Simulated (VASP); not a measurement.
# Br (Immm) in VASP: further runs, part 2 of 2

VASP 6.6.1. Earlier steps stand in the parts before.

### 3 Relaxation of the atoms, SCAN+rVV10 (volume scaled by 1.15)

Input file INCAR:

```
SYSTEM = Br
ALGO = Normal
BPARAM = 15.7
CPARAM = 0.0093
EDIFF = 1E-6
EDIFFG = -0.02
ENCUT = 520
IBRION = 2
ISIF = 2
ISMEAR = -1
IVDW_NL = 2
LASPH = .TRUE.
LCHARG = .FALSE.
LMIXTAU = .TRUE.
LREAL = .FALSE.
LUSE_VDW = .TRUE.
LWAVE = .FALSE.
METAGGA = SCAN
NELM = 60
NSW = 60
PREC = Accurate
SIGMA = 0.02
```

Input file KPOINTS:

```
k-points
0
G
  13 13 13
  0 0 0
```

Input file POSCAR:

```
Br
1.0
   -1.3481338153      1.8020230979      3.7486239597
    1.3481338153     -1.8020230979      3.7486239597
    1.3481338153      1.8020230979     -3.7486239597
Br
1
Cartesian
    0.0000000000      0.0000000000      0.0000000000
```

Potentials or basis: VASP PAW PBE potentials, release 54 (Br).

Launch:

```
cat potpaw_PBE.54/Br/POTCAR > POTCAR
mpirun -np 1 vasp_std > vasp.out
```

OUTCAR:

```text
SYSTEM = Br
   BPARAM = 15.7
   EDIFF = 1E-6
   EDIFFG = -0.02
   ENCUT = 520
   IBRION = 2
   ISIF = 2
   ISMEAR = -1
   IVDW_NL = 2
   LASPH = .TRUE.
   LREAL = .FALSE.
   METAGGA = SCAN
   NELM = 60
   NSW = 60
   PREC = Accurate

 ion  position               nearest neighbor table
   1  0.000  0.000  0.000-

  LATTYP: Found a body centered orthorhombic cell.
 ALAT       =     2.6962676306
 B/A-ratio  =     1.3366796956
 C/A-ratio  =     2.7806022794

  Lattice vectors:

 A1 = (  -1.3481338153,   1.8020230979,   3.7486239597)
 A2 = (   1.3481338153,  -1.8020230979,   3.7486239597)
 A3 = (   1.3481338153,   1.8020230979,  -3.7486239597)

Analysis of symmetry for initial positions (statically):
=====================================================================
 Subroutine PRICEL returns:
 Original cell was already a primitive cell.

 Routine SETGRP: Setting up the symmetry group for a
 body centered orthorhombic supercell.

 Subroutine GETGRP returns: Found  8 space group operations
 (whereof  8 operations were pure point group operations)
 out of a pool of  8 trial point group operations.

The static configuration has the point symmetry D_2h.

Analysis of symmetry for dynamics (positions and initial velocities):
=====================================================================
 Subroutine PRICEL returns:
 Original cell was already a primitive cell.

 Routine SETGRP: Setting up the symmetry group for a
 body centered orthorhombic supercell.

 Subroutine GETGRP returns: Found  8 space group operations
 (whereof  8 operations were pure point group operations)
 out of a pool of  8 trial point group operations.

The dynamic configuration has the point symmetry D_2h.

 Subroutine INISYM returns: Found  8 space group operations
 (whereof  8 operations are pure point group operations),
 and found     1 'primitive' translations

----------------------------------------------------------------------------------------

                                     Primitive cell

  volume of cell :      36.4272

  direct lattice vectors                    reciprocal lattice vectors
    -1.348133815  1.802023098  3.748623960     0.000000000  0.277465922  0.133382277
     1.348133815 -1.802023098  3.748623960     0.370883064  0.000000000  0.133382277
     1.348133815  1.802023098 -3.748623960     0.370883064  0.277465922  0.000000000

  length of vectors
     4.372291575  4.372291575  4.372291575     0.307860633  0.394138401  0.463186339

  position of ions in fractional coordinates (direct lattice)
     0.000000000  0.000000000  0.000000000

  ion indices of the primitive-cell ions
   primitive index   ion index
                 1           1

----------------------------------------------------------------------------------------

 KPOINTS: k-points

Automatic generation of k-mesh.
 Grid dimensions read from file:
 generate k-points for:   13   13   13

 Generating k-lattice:

  Cartesian coordinates                     Fractional coordinates (reciprocal lattice)
     0.000000000  0.021343532  0.010260175     0.076923077  0.000000000 -0.000000000
     0.028529466  0.000000000  0.010260175     0.000000000  0.076923077  0.000000000
     0.028529466  0.021343532  0.000000000    -0.000000000  0.000000000  0.076923077

  Length of vectors
     0.023681587  0.030318339  0.035629718

  Shift w.r.t. Gamma in fractional coordinates (k-lattice)
     0.000000000  0.000000000  0.000000000

 Subroutine IBZKPT returns following result:
 ===========================================

 Found    343 irreducible k-points:

 Following reciprocal coordinates:
            Coordinates               Weight
  0.000000  0.000000  0.000000      1.000000
  0.076923  0.000000 -0.000000      4.000000
  0.153846  0.000000  0.000000      4.000000
  0.230769 -0.000000  0.000000      4.000000
  0.307692  0.000000  0.000000      4.000000
  0.384615  0.000000 -0.000000      4.000000
[... 16 lines left out ...]
  0.153846  0.153846 -0.000000      8.000000
  0.230769  0.153846 -0.000000      8.000000
 [... further k-points ...]
   k-points           NKPTS =    343   k-points in BZ     NKDIM =    343   number of bands    NBANDS=      7
   number of dos      NEDOS =    301   number of ions     NIONS =      1
   total plane-waves  NPLWV =  46656
   dimension x,y,z NGX =    36 NGY =   36 NGZ =   36
   dimension x,y,z NGXF=    72 NGYF=   72 NGZF=   72
   ions per type =               1
   NGX,Y,Z   is equivalent  to a cutoff of  13.69, 13.69, 13.69 a.u.
   NGXF,Y,Z  is equivalent  to a cutoff of  27.38, 27.38, 27.38 a.u.
 SYSTEM =  Br
   PREC   = accura    normal or accurate (medium, high low for compatibility)
   ISTART =      0    job   : 0-new  1-cont  2-samecut
   ICHARG =      2    charge: 1-file 2-atom 10-const
   ISPIN  =      1    spin polarized calculation?
   LNONCOLLINEAR =      F non collinear calculations
   LSORBIT =      F    spin-orbit coupling
   LASPH  =      T    aspherical Exc in radial PAW
   ENCUT  =  520.0 eV  38.22 Ry    6.18 a.u.   8.13  8.13  8.13*2*pi/ulx,y,z
   NELM   =     60;   NELMIN=  2; NELMDL= -5     # of ELM steps
   EDIFF  = 0.1E-05   stopping-criterion for ELM
   LREAL  =      F    real-space projection
   EDIFFG = -.2E-01   stopping-criterion for IOM
   NSW    =     60    number of steps for IOM
   IBRION =      2    ionic relax: 0-MD 1-quasi-New 2-CG
   NFREE  =      1    steps in history (QN), initial steepest desc. (CG)
   ISIF   =      2    stress and relaxation
   ISYM   =      2    0-nonsym 1-usesym 2-fastsym
   POTIM  = 0.5000    time-step for ionic-motion
   TEBEG  =    0.0;   TEEND  =   0.0 temperature during run
   PSTRESS=    0.0 pullay stress
   NELECT =       7.0000    total number of electrons
   NUPDOWN=      -1.0000    fix difference up-down
   EMIN   =  10.00;   EMAX   =-10.00  energy-range for DOS
   EFERMI =   0.00;   METHOD = LEGACY
   ISMEAR =    -1;   SIGMA  =   0.02  broadening in eV -4-tet -1-fermi 0-gaus
   EFERMI_NEDOS =   21; number of points for ismear=-14 and -15
   IALGO  =     38    algorithm
   IMIX   =      4    mixing-type and parameters
     AMIX     =   0.40;   BMIX     =  1.00
     AMIX_MAG =   1.60;   BMIX_MAG =  1.00
  volume/ion in A,a.u.               =      36.43       245.82
  Fermi-wavevector in a.u.,A,eV,Ry     =   0.944711  1.785245 12.142920  0.892479
  Thomas-Fermi vector in A             =   2.072543
   LORBIT       =      0    0 simple, 1 ext, 2 COOP (PROOUT), +10 PAW based schemes
   METAGGA = SCAN    functional components
   LHFCALC =     F    Hartree Fock is set to
   AEXX    =    0.0000 exact exchange contribution
   IVDW_NL    =     2    kernel type
   BPARAM     =15.7000
   IVDW    =     0    specifies the selected vdW correction
   LEPSILON=     F    determine dielectric tensor
   LRPA    =     F    only Hartree local field effects (RPA)
 conjugate gradient relaxation of ions
 non-spin polarized calculation
  energy-cutoff  :      520.00
  volume of cell :       36.43
 maximum number of plane-waves:       995
 NGX is ok and might be reduce to    36
   NGX = 17   NGY = 17   NGZ = 17

 number of electron       7.0000000 magnetization

 Free energy of the ion-electron system (eV)
  ---------------------------------------------------
  ext. energy  EPLUGINS =         0.00000000
  ---------------------------------------------------
  free energy    TOTEN  =       -19.05378815 eV

  energy without entropy =      -19.05236147  energy(sigma->0) =      -19.05307481

 E-fermi :  -1.4722     XC(G=0):  -8.0814

 val. band max:       -1.4783766084   @ k =  -0.4615   0.4615   0.0000
 cond. band min:      -1.4675973661   @ k =  -0.1538  -0.4615   0.1538
 fundamental gap:      0.0107792423
 Fermi energy:        -1.4721850636

 k-point     1 :       0.0000    0.0000    0.0000
  band No.  band energies     occupation
      1     -16.9687      2.00000
      2      -3.0101      2.00000
      3      -2.4151      2.00000
      4       2.0851      0.00000
      5       4.7074      0.00000
      6       8.8376      0.00000
      7      11.3651      0.00000
[... 221 lines left out ...]
 k-point    24 :       0.2308    0.1538   -0.0000
  band No.  band energies     occupation
      1     -16.4344      2.00000
      2      -3.4496      2.00000
      3      -2.9127      2.00000
      4      -0.3854      0.00000
      5       6.9003      0.00000
      6       9.4038      0.00000
      7      11.8741      0.00000

 [... further k-points ...]

------------------------ aborting loop because EDIFF is reached ----------------------------------------

  FORCE on cell =-STRESS in cart. coord.  units (eV):
  Direction    XX          YY          ZZ          XY          YZ          ZX
  --------------------------------------------------------------------------------------
  -------------------------------------------------------------------------------------
  Total       -2.0804100     -0.3909344     -0.2286509      0.0000000      0.0000000      0.0000000
  in kB      -91.5027810    -17.1944859    -10.0567651      0.0000000      0.0000000      0.0000000
  external PRESSURE =     -39.5846773 kB  Pullay stress =       0.0000000 kB

 VOLUME and BASIS-vectors are now :
 -----------------------------------------------------------------------------
  energy-cutoff  :      520.00
  volume of cell :       36.43
      direct lattice vectors                 reciprocal lattice vectors
    -1.348133815  1.802023098  3.748623960     0.000000000  0.277465922  0.133382277
     1.348133815 -1.802023098  3.748623960     0.370883064  0.000000000  0.133382277
     1.348133815  1.802023098 -3.748623960     0.370883064  0.277465922  0.000000000

 POSITION                                       TOTAL-FORCE (eV/Angst)
 -----------------------------------------------------------------------------------
      0.00000      0.00000      0.00000         0.000000     -0.000000     -0.000000
 -----------------------------------------------------------------------------------
    total drift:                                0.000000     -0.000000     -0.000000

  FREE ENERGIE OF THE ION-ELECTRON SYSTEM (eV)
  ---------------------------------------------------
  free  energy   TOTEN  =       -19.0537881451 eV

  energy  without entropy=      -19.0523614686  energy(sigma->0) =      -19.05307481

 reached required accuracy - stopping structural energy minimisation
```

OSZICAR:

```text
N       E                     dE             d eps       ncg     rms          rms(c)
DAV:   1     0.657020470539E+01    0.65702E+01   -0.27798E+03  4809   0.755E+02
DAV:   2    -0.196951112929E+02   -0.26265E+02   -0.25286E+02  6664   0.110E+02
DAV:   3    -0.206770656758E+02   -0.98195E+00   -0.97473E+00  5621   0.257E+01
[... 11 lines left out ...]
DAV:  15    -0.190538273955E+02    0.92218E-04   -0.59961E-05  6720   0.110E-01    0.228E-02
DAV:  16    -0.190537922476E+02    0.35148E-04   -0.19479E-04  4837   0.207E-01    0.868E-03
DAV:  17    -0.190537852816E+02    0.69659E-05   -0.31274E-05  6461   0.795E-02    0.796E-03
DAV:  18    -0.190537874445E+02   -0.21628E-05   -0.69767E-06  5019   0.399E-02    0.509E-03
DAV:  19    -0.190537881451E+02   -0.70066E-06   -0.25186E-06  5243   0.295E-02
   1 F= -.19053788E+02 E0= -.19053075E+02  d E =-.190538E+02
```

Run time: 11 min. Hardware: 1 thread of AMD EPYC 9R45 (Zen 5), shared host; peak memory 0.41 GiB.

What came out:

* Free energy: -19.0538 eV
* Pressure after relaxing: -4.0 GPa
* Band gap on the k mesh: none (metal or under the smearing width)

Final structure:
```
Br
1.0
    -1.34813    1.80202    3.74862
     1.34813   -1.80202    3.74862
     1.34813    1.80202   -3.74862
Br
1
Direct
  0.00000 0.00000 0.00000
```

Caveat: the relaxation stopped at its first step, so nothing moved; the PAW data sets were made with another functional, which shifts forces and pressure a little; an odd number of electrons without spin polarisation forces a metal; a magnetic or distorted state may lie lower; pairwise dispersion overbinds metals, which lowers pressure and volume.

### 4 Single point, AM05+D4 (cell strained at random at fixed volume)

Input file INCAR:

```
SYSTEM = Br
PREC = Accurate ; ENCUT = 500
EDIFF = 1E-6 ; ISMEAR = 0
SIGMA = 0.05 ; LREAL = .False.
LASPH = .True. ; NELM = 60
ALGO = Normal ; ISIF = 2
LWAVE = .False. ; LCHARG = .True.
GGA = AM ; IVDW = 13
LELF = .True. ; LVHAR = .True.
NBANDS = 10
```

Input file KPOINTS:

```
regular mesh
0
Gamma
  13 13 13
  0 0 0
```

Input file POSCAR:

```
Br
1.0
   -1.2799740000      1.7230090000      3.6071190000
    1.2976790000     -1.6974620000      3.6012050000
    1.2747480000      1.6935520000     -3.5948380000
Br
1
Direct
   -0.0121150000      0.0122330000     -0.0004600000
```

Potentials or basis: VASP PAW PBE potentials, release 64 (Br).

Launch:

```
cat potpaw_PBE.64/Br/POTCAR > POTCAR
mpirun -np 1 vasp_std > vasp.out
```

OUTCAR:

```text
SYSTEM = Br
   PREC = Accurate
   ENCUT = 500
   EDIFF = 1E-6
   ISMEAR = 0
   LREAL = .False.
   LASPH = .True.
   NELM = 60
   ISIF = 2
   GGA = AM
   IVDW = 13

 ion  position               nearest neighbor table
   1  0.988  0.012  1.000-

  LATTYP: Found a triclinic cell.
 ALAT       =     4.1974278951
 B/A-ratio  =     0.8139715927
 C/A-ratio  =     0.6128605220
 COS(alpha) =     0.0030406408
 COS(beta)  =     0.3034381085
 COS(gamma) =     0.4140439364

  Lattice vectors:

[... 497 lines left out ...]

 [... further k-points ...]

------------------------ aborting loop because EDIFF is reached ----------------------------------------

  DFT-D4 for vdW energy calculation

  Edisp (eV):   -0.14498

  FORCE on cell =-STRESS in cart. coord.  units (eV):
  Direction    XX          YY          ZZ          XY          YZ          ZX
  --------------------------------------------------------------------------------------
  -------------------------------------------------------------------------------------
  Total      -0.49929    -0.04177     0.04762     0.00307    -0.00291    -0.00312
  in kB     -25.25412    -2.11267     2.40853     0.15510    -0.14714    -0.15791
  external pressure =       -8.32 kB  Pullay stress =        0.00 kB

 VOLUME and BASIS-vectors are now :
 -----------------------------------------------------------------------------
  energy-cutoff  :      500.00
  volume of cell :       31.68
      direct lattice vectors                 reciprocal lattice vectors
    -1.279974000  1.723009000  3.607119000     0.000103327  0.292197194  0.137692674
     1.297679000 -1.697462000  3.601205000     0.388397097  0.000098859  0.137774177
     1.274748000  1.693552000 -3.594838000     0.389188687  0.293294458 -0.001995385

 POSITION                                       TOTAL-FORCE (eV/Angst)
 -----------------------------------------------------------------------------------
      0.02557      3.37414      0.01429         0.000000     -0.000000     -0.000000
 -----------------------------------------------------------------------------------
    total drift:                               -0.000000     -0.000006     -0.000000

  FREE ENERGIE OF THE ION-ELECTRON SYSTEM (eV)
  ---------------------------------------------------
  free  energy   TOTEN  =        -1.7171218221 eV

  energy  without entropy=       -1.7160614521  energy(sigma->0) =       -1.71659164
```

OSZICAR:

```text
N       E                     dE             d eps       ncg     rms          rms(c)
DAV:   1     0.218201214016E+02    0.21820E+02   -0.27285E+03 22020   0.511E+02
DAV:   2    -0.656621934092E+00   -0.22477E+02   -0.21795E+02 28080   0.954E+01
DAV:   3    -0.163363481957E+01   -0.97701E+00   -0.96477E+00 27126   0.190E+01
DAV:   4    -0.163739024243E+01   -0.37554E-02   -0.37534E-02 27846   0.139E+00
DAV:   5    -0.163740151203E+01   -0.11270E-04   -0.11269E-04 26612   0.706E-02    0.610E+00
DAV:   6    -0.158981160145E+01    0.47590E-01   -0.32105E-02 24900   0.100E+00    0.380E+00
DAV:   7    -0.157295182184E+01    0.16860E-01   -0.62760E-02 24948   0.143E+00    0.230E-01
DAV:   8    -0.157212923941E+01    0.82258E-03   -0.33195E-03 24090   0.353E-01    0.286E-02
DAV:   9    -0.157213616430E+01   -0.69249E-05   -0.99310E-05 27592   0.638E-02    0.166E-02
DAV:  10    -0.157213903484E+01   -0.28705E-05   -0.11752E-05 24718   0.210E-02    0.156E-02
DAV:  11    -0.157213975989E+01   -0.72505E-06   -0.10651E-06 25560   0.665E-03
   1 F= -.17171218E+01 E0= -.17165916E+01  d E =-.106037E-02
```

stdout:

```text
POSCAR found type information on POSCAR Br
 POSCAR found :  1 types and       1 ions
 scaLAPACK will be used
 -----------------------------------------------------------------------------
|                                                                             |
|                                                                             |
|     You enforced a specific xc type in the INCAR file but a different       |
|     I HOPE YOU KNOW WHAT YOU ARE DOING!                                     |
|                                                                             |
 -----------------------------------------------------------------------------

 LDA part: xc-table for (Slater+PW92), standard interpolation
 POSCAR, INCAR and KPOINTS ok, starting setup
 FFT: planning ... GRIDC
 FFT: planning ... GRID_SOFT
 FFT: planning ... GRID
 WAVECAR not read
 entering main loop
```

Wall time 3.6 min (1 thread of AMD EPYC 9R45 (Zen 5), shared host); peak memory 0.39 GiB.

What came out:

- Free energy: -1.7171 eV
- Pressure: -0.8 GPa
- Band gap on the k mesh: none (metal or under the smearing width)
- Dispersion energy per atom: -0.145 eV

Stress tensor (GPa, compression positive):
```
-2.53  0.02 -0.02
 0.02 -0.21 -0.01
-0.02 -0.01  0.24
```

Levels at points of the mesh, in eV from the Fermi level:
```csv
k point,band 1,band 2,band 3,band 4,band 5,band 6,band 7,band 8
"(0.00, 0.00, 0.00)",-15.75,-1.87,-1.06,4.01,5.48,9.30,12.32,12.97
```

Caveat: the PAW data sets were made with another functional, which shifts forces and pressure a little; an odd number of electrons without spin polarisation forces a metal; a magnetic or distorted state may lie lower; pairwise dispersion overbinds metals, which lowers pressure and volume.

### 5 Overview

```tsv
task	level	potentials or basis	cell	cutoff (eV)	smearing	gap on the mesh (eV)	pressure (GPa)
single point	LDA	VASP PAW LDA potentials, release 64 (Br)	as given	500	gaussian 0.02 eV	none	-2.3
relaxation of the atoms	SCAN+rVV10	VASP PAW PBE potentials, release 54 (Br)	atoms relaxed from: volume scaled by 1.15	520	fermi-dirac 0.02 eV	none	-4.0
single point	AM05+D4	VASP PAW PBE potentials, release 64 (Br)	cell strained at random at fixed volume	500	gaussian 0.05 eV	none	-0.8
```

Alike in all rows: no spin polarisation; k mesh 13 × 13 × 13.

Caveats: an odd number of electrons without spin polarisation forces a metal; a magnetic or distorted state may lie lower; the PAW data sets were made with another functional, which shifts forces and pressure a little (some runs); pairwise dispersion overbinds metals, which lowers pressure and volume (some runs); the relaxation stopped at its first step, so nothing moved (some runs).

Absolute energies hang on the potentials; compare differences alone.
